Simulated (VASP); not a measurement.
# GaSb (F-43m) in VASP: notebook, part 2 of 2

VASP 6.6.1.

**3. Relaxation of the atoms, r2SCAN**

This run uses another cell than the first one, of 28.84 Å³/atom, 1.020 times its volume.

File POSCAR:

```
GaSb
1.0
    0.0000000000      3.0667582400      3.0667582400
    3.0667582400      0.0000000000      3.0667582400
    3.0667582400      3.0667582400      0.0000000000
Ga Sb
1 1
Direct
    0.0000000000      0.0000000000      0.0000000000
    0.2500000000      0.2500000000      0.2500000000
```

File INCAR.step1:

```
SYSTEM = GaSb
PREC = Accurate
ENCUT = 520
ISMEAR = -1
SIGMA = 0.1
LREAL = .FALSE.
LASPH = .TRUE.
NELM = 100
GGA = PE
ALGO = Normal
EDIFF = 1E-4
LWAVE = .TRUE.
LCHARG = .FALSE.
```

File INCAR.step2:

```
SYSTEM = GaSb
PREC = Accurate
ENCUT = 520
EDIFF = 1E-6
ISMEAR = -1
SIGMA = 0.1
LREAL = .FALSE.
LASPH = .TRUE.
NELM = 100
ALGO = Normal
ISIF = 2
LWAVE = .FALSE.
LCHARG = .FALSE.
METAGGA = R2SCAN
LMIXTAU = .TRUE.
IBRION = 2
NSW = 50
EDIFFG = -0.01
ISTART = 1
```

File KPOINTS:

```
regular mesh
0
G
  10 10 10
  0 0 0
```

Potentials or basis: VASP PAW PBE potentials, release 64 (Ga_d, Sb).

Launch:

```
cat potpaw_PBE.64/Ga_d/POTCAR potpaw_PBE.64/Sb/POTCAR > POTCAR
cp INCAR.step1 INCAR
mpirun -np 1 vasp_std > vasp.out
cp INCAR.step2 INCAR
mpirun -np 1 vasp_std > vasp.out
```

OUTCAR:

```text
SYSTEM = GaSb
   PREC = Accurate
   ENCUT = 520
   EDIFF = 1E-6
   ISMEAR = -1
   LREAL = .FALSE.
   LASPH = .TRUE.
   NELM = 100
   ISIF = 2
   METAGGA = R2SCAN
   IBRION = 2
   NSW = 50
   EDIFFG = -0.01
   ISTART = 1

 ion  position               nearest neighbor table
   1  0.000  0.000  0.000-   2 2.66   2 2.66   2 2.66   2 2.66
   2  0.250  0.250  0.250-   1 2.66   1 2.66   1 2.66   1 2.66

  LATTYP: Found a face centered cubic cell.
 ALAT       =     6.1335164800

  Lattice vectors:

 A1 = (   0.0000000000,   3.0667582400,   3.0667582400)
[... 563 lines left out ...]
     10       6.0664      0.00002
     11       7.1789      0.00000
     12      11.2084      0.00000
     13      11.7054      0.00000

 [... further k-points ...]
[... 5 lines left out ...]
  --------------------------------------------------------------------------------------
  -------------------------------------------------------------------------------------
  Total        0.0269580      0.0269580      0.0269580      0.0000000      0.0000000      0.0000000
  in kB        0.7487370      0.7487370      0.7487370      0.0000000      0.0000000      0.0000000
  external PRESSURE =       0.7487370 kB  Pullay stress =       0.0000000 kB

 VOLUME and BASIS-vectors are now :
 -----------------------------------------------------------------------------
  energy-cutoff  :      520.00
  volume of cell :       57.69
      direct lattice vectors                 reciprocal lattice vectors
     0.000000000  3.066758240  3.066758240    -0.163038610  0.163038610  0.163038610
     3.066758240  0.000000000  3.066758240     0.163038610 -0.163038610  0.163038610
     3.066758240  3.066758240  0.000000000     0.163038610  0.163038610 -0.163038610

 POSITION                                       TOTAL-FORCE (eV/Angst)
 -----------------------------------------------------------------------------------
      0.00000      0.00000      0.00000         0.000000      0.000000     -0.000000
      1.53338      1.53338      1.53338        -0.000000     -0.000000      0.000000
 -----------------------------------------------------------------------------------
    total drift:                               -0.000002     -0.000002     -0.000002

  FREE ENERGIE OF THE ION-ELECTRON SYSTEM (eV)
  ---------------------------------------------------
  free  energy   TOTEN  =       -37.6051410648 eV

  energy  without entropy=      -37.6043663242  energy(sigma->0) =      -37.60475369

 reached required accuracy - stopping structural energy minimisation
```

OUTCAR.step1:

```text
SYSTEM = GaSb
   PREC = Accurate
   ENCUT = 520
   ISMEAR = -1
   LREAL = .FALSE.
   LASPH = .TRUE.
[... 604 lines left out ...]
      0.00000      0.00000      0.00000         0.000000      0.000000      0.000000
      1.53338      1.53338      1.53338        -0.000000     -0.000000     -0.000000
 -----------------------------------------------------------------------------------
    total drift:                                0.000002      0.000002      0.000002

  FREE ENERGIE OF THE ION-ELECTRON SYSTEM (eV)
  ---------------------------------------------------
  free  energy   TOTEN  =        -7.3579836082 eV

  energy  without entropy=       -7.3559815109  energy(sigma->0) =       -7.35698256
```

OSZICAR.step1:

```text
N       E                     dE             d eps       ncg     rms          rms(c)
DAV:   1     0.784790255467E+02    0.78479E+02   -0.88948E+03  1230   0.172E+03
DAV:   2    -0.158344164731E+01   -0.80062E+02   -0.77568E+02  1347   0.315E+02
DAV:   3    -0.730206292011E+01   -0.57186E+01   -0.56701E+01  1557   0.722E+01
DAV:   4    -0.740866293971E+01   -0.10660E+00   -0.10655E+00  1405   0.110E+01
DAV:   5    -0.741118247434E+01   -0.25195E-02   -0.25195E-02  1574   0.145E+00    0.314E+00
DAV:   6    -0.736903799427E+01    0.42144E-01   -0.71843E-02  1717   0.477E+00    0.190E+00
DAV:   7    -0.735655616484E+01    0.12482E-01   -0.42549E-02  1412   0.192E+00    0.336E-01
DAV:   8    -0.735747184452E+01   -0.91568E-03   -0.47094E-03  1499   0.960E-01    0.753E-02
DAV:   9    -0.735794634860E+01   -0.47450E-03   -0.72880E-04  1342   0.237E-01    0.350E-02
DAV:  10    -0.735798360823E+01   -0.37260E-04   -0.47204E-05  1041   0.540E-02
   1 F= -.73579836E+01 E0= -.73569826E+01  d E =-.200210E-02
```

Run time: 38 s. Hardware: 1 thread of Intel Xeon 6975P-C (Granite Rapids), shared host; peak memory 0.21 GiB.

What came out:

* Free energy: -37.6051 eV
* Pressure after relaxing: 0.1 GPa
* Band gap on the k mesh: 0.39 eV, direct

Final structure:
```cif
data_structure
_symmetry_space_group_name_H-M 'P 1'
_symmetry_Int_Tables_number 1
_cell_length_a 4.3371
_cell_length_b 4.3371
_cell_length_c 4.3371
_cell_angle_alpha 60.000
_cell_angle_beta 60.000
_cell_angle_gamma 60.000
_cell_volume 57.69
loop_
_atom_site_label
_atom_site_type_symbol
_atom_site_fract_x
_atom_site_fract_y
_atom_site_fract_z
_atom_site_occupancy
Ga1 Ga 0.00000 0.00000 0.00000 1
Sb1 Sb 0.25000 0.25000 0.25000 1
```

Levels at points of the mesh, in eV from the valence-band top:
```
           k point  band 7  band 8  band 9  band 10  band 11  band 12
(0.00, 0.00, 0.00)    0.00    0.00    0.00     0.39     2.98     2.98
(0.50, 0.00, 0.00)   -6.54   -1.20   -1.20     0.67     4.01     4.01
(0.50, 0.50, 0.00)   -7.01   -2.67   -2.67     1.13     1.49     9.21
```

Caveat: the relaxation stopped at its first step, so nothing moved; the PAW data sets were made with another functional, which shifts forces and pressure a little; spin-orbit coupling is left out, which moves the levels of the heavy elements.

**4. Comparison with measurements**

Step 2. Against the measured gap of GaSb, 0.811 eV (direct; 4.2 K; a printed reference work, data compilation), the calculated 0.55 eV is off by -0.27 eV. Spin-orbit coupling on Ga, Sb is left out. The value is that of r2SCAN on a finite k mesh, which can miss the band edges, without temperature or zero-point motion.

Step 3. Measured gap of GaSb: 0.811 eV (direct; 4.2 K; a printed reference work, data compilation). This calculation gives 0.39 eV (-0.42 eV). Spin-orbit coupling on Ga, Sb is left out. The value is that of r2SCAN on a finite k mesh, which can miss the band edges, without temperature or zero-point motion.
